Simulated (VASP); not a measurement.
# 2H-MoTe2 monolayer under biaxial strain, part 2 of 7

How do the gap and the band positions of 2H-MoTe2 monolayer follow biaxial strain?

VASP 6.6.1, plane waves and PAW; the level of theory is named at each step.

So far, gap on the k-mesh (eV): step 2 (relaxing the monolayer) 1.19.

## (4) Vacuum level and density of states

Level of this step: PBE with D3(BJ), no spin polarisation; plane waves and PAW (Mo, Te) (VASP).

A static run writes the electrostatic potential without exchange and correlation (LVHAR), which is flat in the vacuum and gives the level to count from. The dipole correction cancels the field that unlike faces would set up across the vacuum.

Input file INCAR:

```
SYSTEM = Te2Mo
PREC = Normal
ENCUT = 350
EDIFF = 1E-06
NELM = 120
ISMEAR = 0
SIGMA = 0.03
LREAL = .FALSE.
ALGO = Fast
GGA = PE
IVDW = 12
NBANDS = 15
LASPH = .TRUE.
LORBIT = 11
LWAVE = .FALSE.
LCHARG = .TRUE.
IDIPOL = 3
LDIPOL = .TRUE.
DIPOL = 0.5 0.5 0.5
LVHAR = .TRUE.
LVACPOTAV = .TRUE.
NEDOS = 1500
LELF = .TRUE.
```

Input file POSCAR:

```
Te2Mo
1.0
    3.4973337266      0.0000000000      0.0000000000
   -1.7486668633      3.0287798527      0.0000000000
    0.0000000000      0.0000000000     22.0000000000
Mo Te
1 2
Direct
    0.3333333333      0.6666666667      0.5000000000
    0.6666666667      0.3333333333      0.4174975803
    0.6666666667      0.3333333333      0.5825024197
```

Input file KPOINTS:

```
Automatic mesh
0
Gamma
12 12 1
0 0 0
```

Input file KPOINTS_OPT:

```
Line mode
14
Line-mode
Reciprocal
  0.00000000   0.00000000   0.00000000 GAMMA
  0.50000000   0.00000000   0.00000000 M

  0.50000000   0.00000000   0.00000000 M
  0.33333333   0.33333333   0.00000000 K

  0.33333333   0.33333333   0.00000000 K
  0.00000000   0.00000000   0.00000000 GAMMA
```

The projector-augmented-wave data sets are Mo and Te (PBE family, release 64).

Command:

```console
$ mpirun -np 4 vasp_std
```

The log of the run:

```text
[banner, memory and clock lines left out]
running    4 mpi-ranks, on    1 nodes
 distrk:  each k-point on    4 cores,    1 groups
 distr:  one band on    1 cores,    4 groups

 POSCAR found type information on POSCAR MoTe
 POSCAR found :  2 types and       3 ions
 LDA part: xc-table for (Slater+PW92), standard interpolation
|                                                                             |
|           W    W    AA    RRRRR   N    N  II  N    N   GGGG   !!!           |
|           W    W   A  A   R    R  NN   N  II  NN   N  G    G  !!!           |
|           W    W  A    A  R    R  N N  N  II  N N  N  G       !!!           |
|           W WW W  AAAAAA  RRRRR   N  N N  II  N  N N  G  GGG   !            |
|           WW  WW  A    A  R   R   N   NN  II  N   NN  G    G                |
|           W    W  A    A  R    R  N    N  II  N    N   GGGG   !!!           |
|                                                                             |
|     The number of bands has been changed from the values supplied in        |
|     The orbitals not found in the WAVECAR file will be initialized with     |
|     random numbers, which is usually adequate. For correlated               |
|     calculations, however, you should redo the groundstate calculation.     |
|     I found NBANDS = 15. Now, NBANDS = 16.                                  |
|                                                                             |

 POSCAR, INCAR and KPOINTS ok, starting setup
 FFT: planning ... GRIDC
 FFT: planning ... GRID_SOFT
 FFT: planning ... GRID
 WAVECAR not read
 entering main loop
       N       E                     dE             d eps       ncg     rms          rms(c)
DAV:   1     0.927401608367E+02    0.92740E+02   -0.47655E+03   608   0.598E+02
DAV:   2    -0.104958672375E+02   -0.10324E+03   -0.96191E+02   912   0.129E+02
DAV:   3    -0.185199256847E+02   -0.80241E+01   -0.79257E+01   832   0.438E+01
DAV:   4    -0.187111262245E+02   -0.19120E+00   -0.19108E+00   832   0.814E+00
DAV:   5    -0.187152446627E+02   -0.41184E-02   -0.41184E-02   976   0.108E+00    0.159E+01
RMM:   6    -0.182676858644E+02    0.44756E+00   -0.13832E+00   657   0.583E+00    0.679E+00
RMM:   7    -0.182124071623E+02    0.55279E-01   -0.75815E-01   703   0.393E+00    0.459E+00
RMM:   8    -0.180173709692E+02    0.19504E+00   -0.42238E-01   679   0.351E+00    0.633E-01
RMM:   9    -0.180145927927E+02    0.27782E-02   -0.35420E-02   733   0.132E+00    0.259E-01
RMM:  10    -0.180141544838E+02    0.43831E-03   -0.64764E-03   742   0.443E-01    0.167E-01
RMM:  11    -0.180140131184E+02    0.14137E-03   -0.15539E-03   786   0.207E-01    0.582E-02
RMM:  12    -0.180140451009E+02   -0.31982E-04   -0.45669E-04   754   0.103E-01    0.369E-02
RMM:  13    -0.180141617827E+02   -0.11668E-03   -0.12948E-04   817   0.539E-02    0.183E-02
RMM:  14    -0.180144498650E+02   -0.28808E-03   -0.88871E-05   744   0.374E-02    0.182E-02
RMM:  15    -0.180145840839E+02   -0.13422E-03   -0.28674E-05   722   0.227E-02    0.606E-03
RMM:  16    -0.180146571228E+02   -0.73039E-04   -0.67085E-06   669   0.125E-02    0.283E-03
RMM:  17    -0.180146898234E+02   -0.32701E-04   -0.33963E-06   611   0.706E-03    0.258E-03
RMM:  18    -0.180147014360E+02   -0.11613E-04   -0.12710E-06   572   0.420E-03    0.131E-03
RMM:  19    -0.180147036084E+02   -0.21724E-05   -0.24946E-07   464   0.231E-03    0.763E-04
RMM:  20    -0.180147046059E+02   -0.99748E-06   -0.10251E-07   404   0.155E-03
|                                                                             |
|           W    W    AA    RRRRR   N    N  II  N    N   GGGG   !!!           |
|           W    W   A  A   R    R  NN   N  II  NN   N  G    G  !!!           |
|           W    W  A    A  R    R  N N  N  II  N N  N  G       !!!           |
|           W WW W  AAAAAA  RRRRR   N  N N  II  N  N N  G  GGG   !            |
|           WW  WW  A    A  R   R   N   NN  II  N   NN  G    G                |
|           W    W  A    A  R    R  N    N  II  N    N   GGGG   !!!           |
|                                                                             |
|     Did not find any points to average over, which means that no vacuum     |
|     field-free region was found. Please increase the size of  your cell     |
|     in the dimension of the dipole correction to obtain accurate            |
|     workfunction values.                                                    |
|                                                                             |

   1 F= -.19222947E+02 E0= -.19222947E+02  d E =-.639297E-12
 Start KPOINTS_OPT (optional k-point list driver)
k-point batch [1-19\42]
       N       E                     dE             ncg
DAV:   1     0.936416260176E+02   -0.55529E+04      608
DAV:   2    -0.168761589731E+04   -0.17813E+04      920
DAV:   3    -0.184048305072E+04   -0.15287E+03      840
DAV:   4    -0.184421078958E+04   -0.37277E+01      792
DAV:   5    -0.184428032443E+04   -0.69535E-01      936
DAV:   6    -0.184428169267E+04   -0.13682E-02      888
DAV:   7    -0.184428172292E+04   -0.30251E-04      944
DAV:   8    -0.184428172359E+04   -0.67670E-06      648
[...]
k-point batch [39-42\42]
       N       E                     dE             ncg
DAV:   1     0.653968920332E+04   -0.13938E+03      128
DAV:   2     0.620691537536E+04   -0.33277E+03      176
DAV:   3     0.617571016762E+04   -0.31205E+02      184
DAV:   4     0.617475045179E+04   -0.95972E+00      160
DAV:   5     0.617473009343E+04   -0.20358E-01      184
DAV:   6     0.617472946907E+04   -0.62436E-03      176
DAV:   7     0.617472944932E+04   -0.19751E-04      184
DAV:   8     0.617472944873E+04   -0.59522E-06      160
```

Wall time 9.8 s (4 MPI ranks of Intel Xeon 6975P-C (Granite Rapids), shared host); peak memory 0.57 GiB.

From OUTCAR (step 4):

```text
The static configuration has the point symmetry D_3h.

 Found     19 irreducible k-points:

   k-points           NKPTS =     19   k-points in BZ     NKDIM =     19   number of bands    NBANDS=     16

   NELECT =      18.0000    total number of electrons

 E-fermi :  -0.9637

 k-point     1 :       0.0000    0.0000    0.0000
  band No.  band energies     occupation
    ...
      5      -2.7024      2.00000
      6      -2.7024      2.00000
      7      -1.9237      2.00000
      8      -1.9237      2.00000
      9      -1.6957      2.00000
     10       2.1621      0.00000
     11       2.1621      0.00000
     12       2.4245      0.00000
     13       2.4245      0.00000
     14       3.0488      0.00000
    ...

 k-point     2 :       0.0833    0.0000    0.0000
  band No.  band energies     occupation
    ...
      5      -2.9184      2.00000
      6      -2.6190      2.00000
      7      -2.0533      2.00000
      8      -1.8608      2.00000
      9      -1.6950      2.00000
     10       1.7333      0.00000
     11       1.8257      0.00000
     12       2.2053      0.00000
     13       2.2346      0.00000
     14       3.2170      0.00000
    ...

 Edisp (eV)   -1.20824

  Total      -0.00397    -0.00397    -0.05726     0.00000    -0.00000     0.00000
  in kB      -0.02731    -0.02731    -0.39370     0.00000    -0.00000     0.00000
  external pressure =       -0.15 kB  Pullay stress =        0.00 kB

 POSITION                                       TOTAL-FORCE (eV/Angst)
 -----------------------------------------------------------------------------------
     -0.00000      2.01919     11.00000        -0.000000     -0.000000     -0.000000
      1.74867      1.00959      9.18495         0.000000     -0.000000     -0.002643
      1.74867      1.00959     12.81505         0.000000      0.000000      0.002643
 -----------------------------------------------------------------------------------
    total drift:                                0.000000     -0.000000      0.000000

  FREE ENERGIE OF THE ION-ELECTRON SYSTEM (eV)
  ---------------------------------------------------
  free  energy   TOTEN  =       -19.2229467082 eV

  energy  without entropy=      -19.2229467082  energy(sigma->0) =      -19.22294671

 vacuum level on the upper side and lower side of the slab         3.739         3.739

[... 9 parts as in an earlier step ...]

[... 5 further parts left out ...]
```

Numbers from this step:

```yaml
electronic_cycles: 20
fermi_energy: -0.9637 eV
least_gap_on_mesh_and_path: 1.192 eV
least_direct_gap_on_mesh_and_path: 1.192 eV
vacuum_levels: 3.739, 3.739 eV
ionisation_potentials_of_the_upper_and_lower_face: 4.836, 4.836 eV
electron_affinities_of_the_upper_and_lower_face: 3.644, 3.644 eV
```

The electronic bands at the labelled points (eV, zero at the valence-band top; v1 is the highest filled band, c1 the lowest empty one):

```csv
point,v4,v3,v2,v1,c1,c2,c3,c4
Γ,-1.61,-0.83,-0.83,-0.60,3.26,3.26,3.52,3.52
0.54 of the way,-1.74,-1.30,-0.91,-0.86,1.45,2.15,2.34,3.64
M,-2.28,-1.72,-0.79,-0.19,1.49,1.79,3.34,3.73
0.54 of the way,-2.78,-2.26,-1.70,-0.17,1.44,2.13,2.31,3.81
K,-3.06,-2.93,-1.79,0.00,1.19,1.80,2.61,4.19
0.54 of the way,-2.35,-1.36,-0.78,-0.62,1.37,1.98,1.98,3.49
Γ,-1.61,-0.83,-0.83,-0.60,3.26,3.26,3.52,3.52
```

Of the projections kept (Mo, Te), the largest for each band there; the rest of the weight can lie on other orbitals:

```csv
point,v4,v3,v2,v1,c1,c2,c3,c4
Γ,Mo 0.81,Mo 0.80,Mo 0.80,Mo 0.87,Te 0.75,Te 0.75,Te 0.71,Te 0.71
M,Mo 0.65,Te 0.58,Mo 0.74,Te 0.74,Mo 0.94,Mo 0.93,Mo 0.59,Mo 0.54
K,Te 0.83,Te 0.59,Te 0.51,Mo 0.89,Mo 0.94,Mo 0.78,Mo 0.83,Mo 0.66
Γ,Mo 0.81,Mo 0.80,Mo 0.80,Mo 0.87,Te 0.75,Te 0.75,Te 0.71,Te 0.71
```

Zero at the Fermi level. Planar average of the electrostatic potential against height:

height (Å), planar average of the electrostatic potential (eV) and a bar from the least value:
```
        0        4.7 ##############################
        1        4.7 ##############################
        2        4.7 ##############################
        3        4.7 ##############################
        4        4.7 ##############################
        5        4.7 ##############################
        6        4.7 ##############################
        7        4.5 ##############################
        8        2.2 ###########################
        9      -17.7 
       10       -5.6 ################
       11       -6.2 ###############
       12       -5.6 ################
       13      -17.7 
       14        2.2 ###########################
       15        4.5 ##############################
       16        4.7 ##############################
       17        4.7 ##############################
       18        4.7 ##############################
       19        4.7 ##############################
       20        4.7 ##############################
       21        4.7 ##############################
```

Density of states in the PAW spheres, an atom over height of the layer and energy from the Fermi level.

Ten even steps from '_' (0.00 states/eV) to '@' (1.68 states/eV), each cell a mean:
```
______
______
..%%..
::@@::
::##::
--%%--
::**::
::**::
::==::
::==::
--**--
__..__
::--::
--==--
..::..
______
______
______
______
______
______
______
```
Columns: height of the layer (Å) from 9.2 to 12.8; rows upwards: energy from the Fermi level (eV) from -7.9 to 0.5.

ELF in the ca plane at fractional y = 0.333, with atoms of Te within 0.2 Å of it. It is the smooth field of the valence electrons, not physical close to the nuclei.

Values, 5 rows by 16 columns, each cell a mean:
```
0.00 0.00 0.00 0.02 0.13 0.64 0.88 0.78 0.53 0.40 0.76 0.86 0.76 0.23 0.03 0.00
0.00 0.00 0.00 0.06 0.26 0.81 0.90 0.62 0.53 0.41 0.63 0.83 0.88 0.40 0.06 0.00
0.00 0.00 0.00 0.04 0.20 0.64 0.88 0.77 0.53 0.39 0.76 0.86 0.75 0.30 0.04 0.00
0.00 0.00 0.00 0.00 0.03 0.14 0.39 0.50 0.26 0.21 0.47 0.44 0.20 0.03 0.01 0.00
0.00 0.00 0.00 0.00 0.01 0.12 0.37 0.49 0.25 0.20 0.46 0.42 0.18 0.02 0.00 0.00
```
Columns run along c (16.0 Å, from fractional 0.10 to 0.82 of the cell), rows up along a (3.5 Å). Atoms in or near the plane, at fractional coordinates: Te at (0.42, 0.67), Te at (0.58, 0.67).

Valence density in the ca plane at fractional y = 0.333, with atoms of Te within 0.2 Å of it. It is the smooth field of the valence electrons, not physical close to the nuclei.

Ten even steps from '0' (-0.27 e/Å³) to '9' (0.54 e/Å³), each cell a mean:
```
33333333333333334689998666689998643333333333
33333333333333345897699755799669954333333333
33333333333333346971069755796007964333333333
33333333333333346983279755797338964333333333
33333333333333345799898655689999754333333333
33333333333333334568887666678887543333333333
33333333333333333445566666666554433333333333
33333333333333333445555677655554433333333333
33333333333333333456666666666665443333333333
```
Columns run along c (16.0 Å, from fractional 0.10 to 0.82 of the cell), rows up along a (3.5 Å). Atoms in or near the plane, at fractional coordinates: Te at (0.42, 0.67), Te at (0.58, 0.67).

The map of layer states is cut here 0.5 eV above the Fermi level, so it leaves out the states above that.

The vacuum level lies 4.84 eV above the highest filled level at the upper face; both faces agree, as the slab has next to no dipole.

The program found no field-free point at its default tolerance, but its printed level agrees with the flat part of the planar average.

[end of part 2 of 7]

[Lines on the potential files, build, host, timing and source positions are cut from VASP's logs without a mark.]

[Logs are printed without paths, hosts, clocks, repeated set-up lines and the standing remarks that a program may print on its own settings, such as how far it seeks lower states.]

[Hosts, paths, dates, database ids (printed as entryN), source tags and the programs' standing remarks are cut or masked in the printed files.]

[Runs that stopped without an error message from VASP are left out.]
